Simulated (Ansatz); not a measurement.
Crystal: TiSi2.

```
CELL_PARAMETERS angstrom
-1.47287 1.71213 4.21208
1.47287 -1.71213 4.21208
1.47287 1.71213 -4.21208
ATOMIC_POSITIONS crystal
Ti 0.00000 0.00000 0.00000
Si 0.67008 0.67008 0.00000
Si 0.32992 0.32992 0.00000
```

The cell comes from a database or a generator and needn't be the stable form of this composition.

* Program: Ansatz 0.2.0
* Task: relaxation of cell and atoms
* Functional: BLYP
* Potentials or basis: Ansatz PAW
* Cutoff: 420 eV (not typed: the program's choice for these potentials)
* k mesh: 12 × 12 × 12
* Occupations: fermi-dirac, width 0.05 eV
* Spin: no spin polarisation

At the start: volume 14.16 Å³/atom.

Q: Where does the relaxation end?

A: It ends after 8 steps and the volume is 15.02 Å³/atom (+6.0 %); space group Immm (No. 71, to 0.05 Å).

Step by step:
| step | energy change (eV) | largest force (eV/Å) | volume (Å³) |
| --- | --- | --- | --- |
| 1 | 0.0000 | 0.0428 | 42.49 |
| 2 | -0.0533 | 0.1050 | 44.94 |
| 3 | -0.0547 | 0.0614 | 44.99 |
| 4 | -0.0553 | 0.0075 | 45.06 |
| 5 | -0.0554 | 0.0008 | 45.04 |
| 6 | -0.0564 | 0.0010 | 45.04 |
| 7 | -0.0564 | 0.0001 | 45.05 |
| 8 | -0.0564 | 0.0001 | 45.05 |

Final structure:
```
CELL_PARAMETERS angstrom
-1.51208 1.74514 4.26833
1.51208 -1.74514 4.26833
1.51208 1.74514 -4.26833
ATOMIC_POSITIONS crystal
Ti 0.00000 0.00000 0.00000
Si 0.66814 0.66814 0.00000
Si 0.33186 0.33186 0.00000
```

Caveat: the plane-wave basis is chosen anew once the cell has moved, so the energies of steps on either side of that aren't comparable; the PAW data sets come from PBE, with cores solved anew for the run's functional, which leaves a small shift of forces and pressure.
